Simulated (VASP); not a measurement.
# ZnAu (Pm-3m) in VASP: further runs

One crystal, ZnAu, is run at these levels: r2SCAN+D4, r2SCAN; tasks: relaxation of cell and atoms, relaxation of the atoms.

Everything below comes from runs of VASP 6.6.1. Logs are shortened: lines on timing, memory, paths and dates and some standing lists are left out, and cuts for length are marked.

## 1. The crystal as given

The structure is cubic, space group Pm-3m (No. 221). The conventional cell has a = 3.147 Å, b = 3.147 Å, c = 3.147 Å, α = 90.00°, β = 90.00°, γ = 90.00°. Au (site symmetry m-3m) has 8 Zn at 2.73 Å as nearest neighbours. Zn (site symmetry m-3m) has 8 Au at 2.73 Å as nearest neighbours.

## 2. Relaxation of cell and atoms, r2SCAN+D4

INCAR

```
SYSTEM = ZnAu
PREC     = Accurate       ! precision mode
ENCUT    = 600            ! plane-wave cutoff, eV
EDIFF    = 1E-6           ! SCF threshold, eV
ISMEAR   = 1              ! smearing method
SIGMA    = 0.1            ! smearing width, eV
LREAL    = .False.        ! projectors in reciprocal space
LASPH    = .True.         ! aspherical terms in the spheres
NELM     = 60             ! most SCF steps
ALGO     = Normal         ! electronic algorithm
ISIF     = 3              ! what is computed and relaxed
LWAVE    = .False.        ! write WAVECAR
LCHARG   = .False.        ! write CHGCAR
METAGGA  = R2SCAN         ! meta-GGA
LMIXTAU  = .True.       
IVDW     = 13             ! dispersion correction
VDW_S6   = 1.0          
VDW_S8   = 0.6018749    
VDW_A1   = 0.51559235   
VDW_A2   = 5.77342911   
IBRION   = 2              ! ionic algorithm
NSW      = 40             ! ionic steps
EDIFFG   = -0.01          ! ionic threshold
```

KPOINTS

```
Automatic mesh
0
Gamma
  8 8 8
  0 0 0
```

POSCAR

```
ZnAu
1.0
    3.1470000000      0.0000000000      0.0000000000
    0.0000000000      3.1470000000      0.0000000000
    0.0000000000      0.0000000000      3.1470000000
Au Zn
1 1
Direct
    0.0000000000      0.0000000000      0.0000000000
    0.5000000000      0.5000000000      0.5000000000
```

Potentials or basis: VASP PAW PBE potentials, release 64 (Au, Zn).

The run is started by

```sh
$ cat potpaw_PBE.64/Au/POTCAR potpaw_PBE.64/Zn/POTCAR > POTCAR
$ mpirun -np 1 vasp_std > vasp.out
```

OUTCAR:

```text
SYSTEM = ZnAu
   PREC = Accurate
   ENCUT = 600
   EDIFF = 1E-6
   ISMEAR = 1
   LREAL = .False.
   LASPH = .True.
   NELM = 60
   ISIF = 3
   METAGGA = R2SCAN
   IVDW = 13
   IBRION = 2
   NSW = 40
   EDIFFG = -0.01

 ion  position               nearest neighbor table
   1  0.000  0.000  0.000-   2 2.73   2 2.73   2 2.73   2 2.73   2 2.73   2 2.73   2 2.73   2 2.73

   2  0.500  0.500  0.500-   1 2.73   1 2.73   1 2.73   1 2.73   1 2.73   1 2.73   1 2.73   1 2.73

  LATTYP: Found a simple cubic cell.
 ALAT       =     3.1470000000

  Lattice vectors:

 A1 = (   3.1470000000,   0.0000000000,   0.0000000000)
 A2 = (   0.0000000000,   3.1470000000,   0.0000000000)
 A3 = (   0.0000000000,   0.0000000000,   3.1470000000)

Analysis of symmetry for initial positions (statically):
=====================================================================
 Subroutine PRICEL returns:
 Original cell was already a primitive cell.

 Routine SETGRP: Setting up the symmetry group for a
 simple cubic supercell.

 Subroutine GETGRP returns: Found 48 space group operations
 (whereof 48 operations were pure point group operations)
 out of a pool of 48 trial point group operations.

The static configuration has the point symmetry O_h .

Analysis of symmetry for dynamics (positions and initial velocities):
=====================================================================
 Subroutine PRICEL returns:
 Original cell was already a primitive cell.

 Routine SETGRP: Setting up the symmetry group for a
 simple cubic supercell.

 Subroutine GETGRP returns: Found 48 space group operations
 (whereof 48 operations were pure point group operations)
 out of a pool of 48 trial point group operations.

The dynamic configuration has the point symmetry O_h .

 Subroutine INISYM returns: Found 48 space group operations
 (whereof 48 operations are pure point group operations),
 and found     1 'primitive' translations

----------------------------------------------------------------------------------------

                                     Primitive cell

  volume of cell :      31.1667

  direct lattice vectors                    reciprocal lattice vectors
     3.147000000  0.000000000  0.000000000     0.317762949  0.000000000  0.000000000
     0.000000000  3.147000000  0.000000000     0.000000000  0.317762949  0.000000000
     0.000000000  0.000000000  3.147000000     0.000000000  0.000000000  0.317762949

  length of vectors
     3.147000000  3.147000000  3.147000000     0.317762949  0.317762949  0.317762949

  position of ions in fractional coordinates (direct lattice)
     0.000000000  0.000000000  0.000000000
     0.500000000  0.500000000  0.500000000

  ion indices of the primitive-cell ions
   primitive index   ion index
                 1           1
                 2           2

[... 76 lines left out ...]
   NFREE  =      1    steps in history (QN), initial steepest desc. (CG)
   ISIF   =      3    stress and relaxation
   ISYM   =      2    0-nonsym 1-usesym 2-fastsym
   POTIM  = 0.5000    time-step for ionic-motion
   TEBEG  =    0.0;   TEEND  =   0.0 temperature during run
   PSTRESS=    0.0 pullay stress
   NELECT =      23.0000    total number of electrons
   NUPDOWN=      -1.0000    fix difference up-down
   EMIN   =  10.00;   EMAX   =-10.00  energy-range for DOS
   EFERMI =   0.00;   METHOD = LEGACY
   ISMEAR =     1;   SIGMA  =   0.10  broadening in eV -4-tet -1-fermi 0-gaus
   EFERMI_NEDOS =   21; number of points for ismear=-14 and -15
   IALGO  =     38    algorithm
   IMIX   =      4    mixing-type and parameters
     AMIX     =   0.40;   BMIX     =  1.00
     AMIX_MAG =   1.60;   BMIX_MAG =  1.00
  volume/ion in A,a.u.               =      15.58       105.16
  Fermi-wavevector in a.u.,A,eV,Ry     =   1.479406  2.795672 29.778283  2.188642
  Thomas-Fermi vector in A             =   2.593568
   LORBIT       =      0    0 simple, 1 ext, 2 COOP (PROOUT), +10 PAW based schemes
   METAGGA = R2SCAN    functional components
   LHFCALC =     F    Hartree Fock is set to
   AEXX    =    0.0000 exact exchange contribution
   IVDW    =    13    specifies the selected vdW correction
   LEPSILON=     F    determine dielectric tensor
   LRPA    =     F    only Hartree local field effects (RPA)
 conjugate gradient relaxation of ions
 non-spin polarized calculation
 Methfessel and Paxton  Order N= 1 SIGMA  =   0.10
  energy-cutoff  :      600.00
  volume of cell :       31.17
 maximum number of plane-waves:      1064
 NGX is ok and might be reduce to    28
   NGX = 13   NGY = 13   NGZ = 13

--------------------------------------- Ionic step        1  -------------------------------------------

 number of electron      22.9999994 magnetization

 Free energy of the ion-electron system (eV)
  ---------------------------------------------------
  ext. energy  EPLUGINS =         0.00000000
  ---------------------------------------------------
  free energy    TOTEN  =       -59.94184884 eV

  energy without entropy =      -59.94240848  energy(sigma->0) =      -59.94203538

------------------------ aborting loop because EDIFF is reached ----------------------------------------

  DFT-D4 for vdW energy calculation

  Edisp (eV):   -0.36100
[... 111 lines left out ...]
--------------------------------------- Ionic step        4  -------------------------------------------

 number of electron      22.9999997 magnetization

 Free energy of the ion-electron system (eV)
  ---------------------------------------------------
  ext. energy  EPLUGINS =         0.00000000
  ---------------------------------------------------
  free energy    TOTEN  =       -59.94060981 eV

  energy without entropy =      -59.94115855  energy(sigma->0) =      -59.94079272

 E-fermi :   6.8308     XC(G=0): -13.4608

 val. band max:        6.7649237784   @ k =   0.5000   0.3750   0.2500
 cond. band min:       7.1151946440   @ k =   0.3750   0.3750   0.1250
 fundamental gap:      0.3502708656
 Fermi energy:         6.8307762643

 k-point     1 :       0.0000    0.0000    0.0000
  band No.  band energies     occupation
      1      -4.0230      2.00000
      2      -1.4790      2.00000
      3      -1.4790      2.00000
      4      -0.7576      2.00000
      5      -0.7576      2.00000
      6      -0.7576      2.00000
      7       1.2848      2.00000
      8       1.2848      2.00000
      9       3.0530      2.00000
     10       3.0530      2.00000
     11       3.0530      2.00000
     12      12.3456      0.00000
     13      12.3456      0.00000
     14      12.3456      0.00000
[... 401 lines left out ...]
      2      -1.3828      2.00000
      3      -1.0581      2.00000
      4      -1.0483      2.00000
      5      -0.5011      2.00000
      6       0.3372      2.00000
      7       1.5663      2.00000
      8       1.9557      2.00000
      9       2.1188      2.00000
     10       3.1522      2.00000
     11       5.1907      2.00000
     12       5.3229      2.00000
     13       9.7619      0.00000
     14      10.7117      0.00000
     15      16.5652      0.00000

 [... further k-points ...]

------------------------ aborting loop because EDIFF is reached ----------------------------------------

  DFT-D4 for vdW energy calculation

  Edisp (eV):   -0.36282
[... 25 lines left out ...]
  FREE ENERGIE OF THE ION-ELECTRON SYSTEM (eV)
  ---------------------------------------------------
  free  energy   TOTEN  =       -60.3034327534 eV

  energy  without entropy=      -60.3039814961  energy(sigma->0) =      -60.30361567

 reached required accuracy - stopping structural energy minimisation
```

OSZICAR:

```text
N       E                     dE             d eps       ncg     rms          rms(c)
DAV:   1     0.797690322517E+02    0.79769E+02   -0.13069E+04  1050   0.228E+03
DAV:   2    -0.606418549320E+02   -0.14041E+03   -0.13702E+03  1092   0.379E+02
DAV:   3    -0.654730287682E+02   -0.48312E+01   -0.47430E+01  1232   0.783E+01
[... 36 lines left out ...]
DAV:   3    -0.599405998862E+02    0.23220E-05   -0.59732E-05  1057   0.766E-02    0.388E-02
DAV:   4    -0.599405949776E+02    0.49086E-05   -0.29353E-05  1185   0.110E-01    0.928E-03
DAV:   5    -0.599406075914E+02   -0.12614E-04   -0.23401E-05  1085   0.646E-02    0.291E-03
DAV:   6    -0.599406089569E+02   -0.13656E-05   -0.73157E-06  1099   0.326E-02    0.756E-04
DAV:   7    -0.599406098096E+02   -0.85272E-06   -0.54178E-07   623   0.964E-03
   4 F= -.60303433E+02 E0= -.60303616E+02  d E =-.585676E-03
```

CONTCAR:

```text
ZnAu
   1.00000000000000
     3.1411318474280394    0.0000000000000000   -0.0000000000000000
     0.0000000000000000    3.1411318474280394    0.0000000000000000
    -0.0000000000000000    0.0000000000000000    3.1411318474280394
  Au              Zn
     1     1
Direct
     0.0000000000000000    0.0000000000000000    0.0000000000000000
     0.5000000000000000    0.5000000000000000    0.5000000000000000

  0.00000000E+00  0.00000000E+00  0.00000000E+00
  0.00000000E+00  0.00000000E+00  0.00000000E+00
```

It took 2.2 min on 1 thread of Intel Xeon Platinum 8488C (Sapphire Rapids), shared host; peak memory 0.18 GiB.

What came out:

* Free energy: -60.3034 eV
* Relaxed volume: 15.50 Å³/atom
* Relaxed cell: a = 3.141 Å, b = 3.141 Å, c = 3.141 Å, α = 90.00°, β = 90.00°, γ = 90.00°
* Space group after relaxing (to 0.05 Å): Pm-3m (No. 221)
* Energy gained by relaxing: 0.3 meV/atom
* Ionic steps: 4
* Pressure after relaxing: 0.0 GPa
* Band gap on the k mesh: none (metal or under the smearing width)
* Dispersion energy per atom: -0.181 eV

Step by step:
| step | energy change (eV) | largest force (eV/Å) | pressure (GPa) | volume (Å³) |
| --- | --- | --- | --- | --- |
| 1 | 0.0000 | 0.0000 | -0.77 | 31.17 |
| 2 | -0.0003 | 0.0000 | 0.75 | 30.83 |
| 3 | -0.0006 | 0.0000 | 0.19 | 30.95 |
| 4 | -0.0006 | 0.0000 | -0.01 | 30.99 |

Final structure:
```xyz
2
Lattice="3.1411 0.0000 0.0000 0.0000 3.1411 0.0000 0.0000 0.0000 3.1411" Properties=species:S:1:pos:R:3 pbc="T T T"
Au    0.0000    0.0000    0.0000
Zn    1.5706    1.5706    1.5706
```

Levels at points of the mesh, in eV from the Fermi level:
```
           k point  band 7  band 8  band 9  band 10  band 11  band 12  band 13  band 14  band 15
(0.00, 0.00, 0.00)   -5.55   -5.55   -3.78    -3.78    -3.78     5.51     5.51     5.51     9.75
(0.50, 0.00, 0.00)   -5.92   -5.41   -5.01    -5.01    -3.94    -2.33    11.03    11.80    11.80
(0.50, 0.50, 0.00)   -5.16   -4.15   -4.15    -3.18    -1.84    -1.84     1.06     3.01    11.31
(0.50, 0.50, 0.50)   -6.59   -6.59   -3.12    -3.12     2.02     4.02     4.09     4.09     4.09
```

Caveat: the PAW data sets were made with another functional, which shifts forces and pressure a little; pairwise dispersion overbinds metals, which lowers pressure and volume.

## 3. Relaxation of the atoms, r2SCAN (atoms moved at random, drawn with an rms of 0.02 Å)

INCAR

```
PREC = Accurate
ENCUT = 520
EDIFF = 1E-7
ISMEAR = 1
SIGMA = 0.1
LREAL = False
LASPH = True
NELM = 60
ALGO = Normal
ISIF = 2
LWAVE = False
LCHARG = False
METAGGA = R2SCAN
LMIXTAU = True
IBRION = 2
NSW = 60
EDIFFG = -0.005
```

KPOINTS

```
regular mesh
0
Gamma
  6 6 6
```

POSCAR

```
ZnAu
1.0
    3.1470000000      0.0000000000      0.0000000000
    0.0000000000      3.1470000000      0.0000000000
    0.0000000000      0.0000000000      3.1470000000
Au Zn
1 1
Direct
   -0.0014610000     -0.0035060000     -0.0034820000
    0.4956770000      0.5021470000      0.4941810000
```

Potentials or basis: VASP PAW PBE potentials, release 64 (Au, Zn).

The run is started by

```sh
$ cat potpaw_PBE.64/Au/POTCAR potpaw_PBE.64/Zn/POTCAR > POTCAR
$ mpirun -np 1 vasp_std > vasp.out
```

OUTCAR:

```text
PREC = Accurate
   ENCUT = 520
   EDIFF = 1E-7
   ISMEAR = 1
   LREAL = False
   LASPH = True
   NELM = 60
   ISIF = 2
   METAGGA = R2SCAN
   IBRION = 2
   NSW = 60
   EDIFFG = -0.005

 ion  position               nearest neighbor table
   1  0.999  0.996  0.997-   2 2.71   2 2.71   2 2.72   2 2.72   2 2.73   2 2.73   2 2.74   2 2.75

   2  0.496  0.502  0.494-   1 2.71   1 2.71   1 2.72   1 2.72   1 2.73   1 2.73   1 2.74   1 2.75

  LATTYP: Found a simple cubic cell.
 ALAT       =     3.1470000000

  Lattice vectors:

 A1 = (   3.1470000000,   0.0000000000,   0.0000000000)
 A2 = (   0.0000000000,   3.1470000000,   0.0000000000)
 A3 = (   0.0000000000,   0.0000000000,   3.1470000000)

Analysis of symmetry for initial positions (statically):
=====================================================================
 Subroutine PRICEL returns:
 Original cell was already a primitive cell.

 Routine SETGRP: Setting up the symmetry group for a
 simple cubic supercell.

 Subroutine GETGRP returns: Found  1 space group operations
 (whereof  1 operations were pure point group operations)
 out of a pool of 48 trial point group operations.

The static configuration has the point symmetry C_1 .

[... 171 lines left out ...]
  in kB        7.1456208      6.3077907      7.5559000     -0.1064444     -0.0394674     -0.1897199
  external PRESSURE =       7.0031038 kB  Pullay stress =       0.0000000 kB
[... 95 lines left out ...]
--------------------------------------- Ionic step        4  -------------------------------------------

 number of electron      22.9999999 magnetization

 Free energy of the ion-electron system (eV)
  ---------------------------------------------------
  ext. energy  EPLUGINS =         0.00000000
  ---------------------------------------------------
  free energy    TOTEN  =       -59.88259078 eV

  energy without entropy =      -59.87816916  energy(sigma->0) =      -59.88111691

 E-fermi :   7.1357     XC(G=0): -13.4257

 val. band max:        6.5259011188   @ k =   0.3333   0.1667   0.0000
 cond. band min:       7.1509195570   @ k =   0.3333   0.0000   0.3333
 fundamental gap:      0.6250184382
 Fermi energy:         7.1357069184

 k-point     1 :       0.0000    0.0000    0.0000
  band No.  band energies     occupation
      1      -4.0383      2.00000
      2      -1.5219      2.00000
      3      -1.5212      2.00000
      4      -0.8125      2.00000
      5      -0.8124      2.00000
      6      -0.8122      2.00000
      7       1.2211      2.00000
      8       1.2213      2.00000
      9       2.9698      2.00000
     10       2.9698      2.00000
     11       2.9698      2.00000
     12      12.2638      0.00000
     13      12.2638      0.00000
     14      12.2639      0.00000
[... 401 lines left out ...]
      2      -1.1935      2.00000
      3      -0.9972      2.00000
      4      -0.9270      2.00000
      5      -0.7369      2.00000
      6      -0.6479      2.00000
      7       1.1363      2.00000
      8       1.3739      2.00000
      9       2.1333      2.00000
     10       2.1490      2.00000
     11       2.7837      2.00000
     12       6.5259      2.00000
     13      12.0435      0.00000
     14      16.0794      0.00000
     15      17.2680      0.00000

 [... further k-points ...]
[... 5 lines left out ...]
  --------------------------------------------------------------------------------------
  -------------------------------------------------------------------------------------
  Total        0.1272351      0.1179790      0.1368852     -0.0003553     -0.0007744     -0.0034784
  in kB        6.5407446      6.0649198      7.0368280     -0.0182641     -0.0398088     -0.1788111
  external PRESSURE =       6.5474975 kB  Pullay stress =       0.0000000 kB
[... 17 lines left out ...]
  FREE ENERGIE OF THE ION-ELECTRON SYSTEM (eV)
  ---------------------------------------------------
  free  energy   TOTEN  =       -59.8825907807 eV

  energy  without entropy=      -59.8781691632  energy(sigma->0) =      -59.88111691

 reached required accuracy - stopping structural energy minimisation
```

CONTCAR:

```text
ZnAu
   1.00000000000000
     3.1469999999999998    0.0000000000000000    0.0000000000000000
     0.0000000000000000    3.1469999999999998    0.0000000000000000
     0.0000000000000000    0.0000000000000000    3.1469999999999998
  Au              Zn
     1     1
Direct
     0.9971189178001597    0.9993991631691541    0.9953098348271877
     0.4970970821998419    0.4992418368308452    0.4953891651728117

  0.00000000E+00  0.00000000E+00  0.00000000E+00
  0.00000000E+00  0.00000000E+00  0.00000000E+00
```

Run time: 3 min. Hardware: 1 thread of Intel Xeon Platinum 8488C (Sapphire Rapids), shared host; peak memory 0.19 GiB.

What came out:

* Free energy: -59.8826 eV
* Energy gained by relaxing: 0.4 meV/atom
* Ionic steps: 4
* Pressure after relaxing: 0.7 GPa
* Band gap on the k mesh: none (metal or under the smearing width)

Forces in eV/Å, atoms in the order of the input:
```
Au  -0.001 -0.002 -0.001
Zn   0.001  0.002  0.001
```

Step by step:
| step | energy change (eV) | largest force (eV/Å) | pressure (GPa) |
| --- | --- | --- | --- |
| 1 | 0.0000 | 0.0697 | 0.70 |
| 2 | -0.0004 | 0.0495 | 0.68 |
| 3 | -0.0008 | 0.0053 | 0.65 |
| 4 | -0.0008 | 0.0022 | 0.65 |

Final structure:
```
Au Zn
1.0
     3.14700    0.00000    0.00000
     0.00000    3.14700    0.00000
     0.00000    0.00000    3.14700
Au Zn
1 1
Direct
  0.99712 0.99940 0.99531
  0.49710 0.49924 0.49539
```

Levels at points of the mesh, in eV from the Fermi level:
```csv
k point,band 7,band 8,band 9,band 10,band 11,band 12,band 13,band 14,band 15
"(0.00, 0.00, 0.00)",-5.91,-5.91,-4.17,-4.17,-4.17,5.13,5.13,5.13,9.30
"(0.50, 0.00, 0.00)",-6.28,-5.76,-5.38,-5.38,-4.32,-2.72,10.66,11.38,11.38
"(0.00, 0.50, 0.00)",-6.28,-5.76,-5.38,-5.38,-4.32,-2.72,10.66,11.38,11.38
"(0.00, 0.00, 0.50)",-6.28,-5.76,-5.38,-5.38,-4.32,-2.73,10.66,11.38,11.38
"(0.50, 0.50, 0.00)",-5.53,-4.53,-4.53,-3.57,-2.19,-2.19,0.65,2.60,10.90
"(0.00, 0.50, 0.50)",-5.53,-4.53,-4.53,-3.57,-2.19,-2.19,0.65,2.60,10.90
"(0.50, 0.00, 0.50)",-5.53,-4.53,-4.53,-3.57,-2.19,-2.19,0.65,2.60,10.90
"(0.50, 0.50, 0.50)",-6.94,-6.94,-3.52,-3.52,1.63,3.59,3.71,3.71,3.71
```

Caveat: the PAW data sets were made with another functional, which shifts forces and pressure a little. The run has no spin-orbit coupling, so splittings on Au are missing.

## 4. The reference run

An earlier run on the cell as given: functional PBE; potentials or basis VASP PAW PBE potentials, release 64 (Au, Zn); cutoff 520 eV; k mesh 8 × 8 × 8; occupations fermi-dirac, width 0.05 eV; no spin polarisation.

- Pressure: 5.2 GPa
- Band gap on the k mesh: none (metal or under the smearing width)

## 5. Summary

| task | level | cell | k mesh | cutoff (eV) | smearing | gap on the mesh (eV) | pressure (GPa) |
| --- | --- | --- | --- | --- | --- | --- | --- |
| relaxation of cell and atoms | r2SCAN+D4 | relaxed | 8 × 8 × 8 | 600 | methfessel-paxton 0.1 eV | none | 0.0 |
| relaxation of the atoms | r2SCAN | atoms relaxed from: atoms moved at random, drawn with an rms of 0.02 Å | 6 × 6 × 6 | 520 | methfessel-paxton 0.1 eV | none | 0.7 |
| single point | PBE | as given | 8 × 8 × 8 | 520 | fermi-dirac 0.05 eV | none | 5.2 |

Alike in all rows: potentials or basis VASP PAW PBE potentials, release 64 (Au, Zn); no spin polarisation.

Caveats: the PAW data sets were made with another functional, which shifts forces and pressure a little (some runs); pairwise dispersion overbinds metals, which lowers pressure and volume (some runs).

Total energies depend on the potentials used, so only differences within one code and one set of settings carry meaning.
